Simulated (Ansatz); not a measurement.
Results of G0W0@PBEsol in Ansatz (hard PAW, contour deformation) for α-phase Li3N.

The cell has the measured lattice parameters. Conventional cell: a = 3.6520 Å, b = 3.6520 Å, c = 3.8660 Å, α = 90.00°, β = 90.00°, γ = 120.00°.

One run with a 6×6×4 mesh, response cutoff 100 eV and 186 empty bands, not extrapolated in mesh or basis; no spin–orbit coupling.

Highest filled and lowest empty level by k point (fractions of the reciprocal vectors of the cell (-1.826 -3.163 0.000) (-1.826 3.163 0.000) (0.000 0.000 -3.866) Å; eV from the valence maximum of each method):

| k | PBEsol filled | PBEsol empty | QP filled | QP empty |
|---|---|---|---|---|
| 0 0 0 | -0.21 | 1.02 | -0.22 | 1.67 |
| 0 0.333 0 | -0.97 | 3.04 | -0.90 | 3.82 |
| 0 0.333 0.25 | -0.87 | 2.75 | … | … |
| 0 -0.5 -0.5 | -0.68 | 1.13 | -0.71 | 1.81 |
| 0.167 0.333 0 | -0.76 | 4.06 | -0.68 | 4.84 |
| 0.167 0.333 -0.5 | -0.82 | 1.72 | -0.85 | 2.43 |
| 0.333 0.333 0 | -0.65 | 5.20 | -0.56 | 5.91 |
| 0.333 0.333 -0.5 | -0.38 | 2.37 | … | … |

Problem. Estimate the withheld levels to about 0.1 eV.

Solution. 
- 0 0.333 0.25, QP filled: -0.90
- 0 0.333 0.25, QP empty: 3.57
- 0.333 0.333 -0.5, QP filled: -0.38
- 0.333 0.333 -0.5, QP empty: 3.06

Note: cell and atoms aren't relaxed at this level.

Ansatz is a first-principles code.
